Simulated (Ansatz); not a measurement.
Theory: DFT PBE, scalar-relativistic, plane waves, PAW (Ansatz). All cells share a 420 eV cutoff and Γ-centred k meshes spaced at most about 0.3 Å⁻¹ (about 0.25 or finer for metals, 2π included). No spin polarisation.

These are static total energies at zero pressure.

Two forms of Li₃H₂ were relaxed alike.

1.

```xyz
5
Lattice="-1.4206 1.4206 6.2598 1.4206 -1.4206 6.2598 1.4206 1.4206 -6.2598" Properties=species:S:1:pos:R:3 pbc="T T T"
Li    0.0000    0.0000    4.1274
Li    0.0000    0.0000    8.3922
Li    0.0000    0.0000    0.0000
H     0.0000    0.0000    2.0719
H     0.0000    0.0000   10.4477
```

2.

```xyz
10
Lattice="5.7010 -1.3520 0.0000 5.7010 1.3520 0.0000 -4.6083 0.0000 7.5505" Properties=species:S:1:pos:R:3 pbc="T T T"
Li    7.4263    0.0000    3.9977
Li   -0.6326    0.0000    3.5528
Li    6.4007    0.0000    1.5226
Li    0.3930    0.0000    6.0279
Li    9.5030    0.0000    1.1676
Li   -2.7093    0.0000    6.3830
H     4.5187    0.0000    2.2517
H     2.2750    0.0000    5.2988
H     1.1555    0.0000    2.7343
H     5.6382    0.0000    4.8163
```

**Question.** Which is lower in energy, and by how much?

**Answer.** Cell 2 is lower, by 14 meV/atom. Cell 1 has space group I4/mmm (No. 139), 10.1 Å³/atom and no gap on its mesh; cell 2 has space group C2/m (No. 12), 11.6 Å³/atom and no gap. Counting H atoms around Li (those within 1.25 times the shortest such distance or 1.15 times the sum of covalent radii, 1.27 where that leaves under three; a slash parts the counts of unlike sites), cell 1 has Li 2/5 and cell 2 has Li 2/3/5. The lower one is the more open, so pressure narrows the difference. Both come from invented guesses. The lowest form computed isn't among them: it has space group P-3m1 (No. 164), 10.2 Å³/atom and lies 43 meV/atom below the best shown. Checks on cell 1: no imaginary mode at Γ (other wave vectors untested).

For metals, differences of a few meV/atom aren't resolved. With hydrogen, zero-point motion can shift such differences by 10 meV/atom or more. Cells relaxed within their symmetry can be saddle points. Some structure types and database cells were kept out of the candidates from the start, so a known form may be missing.
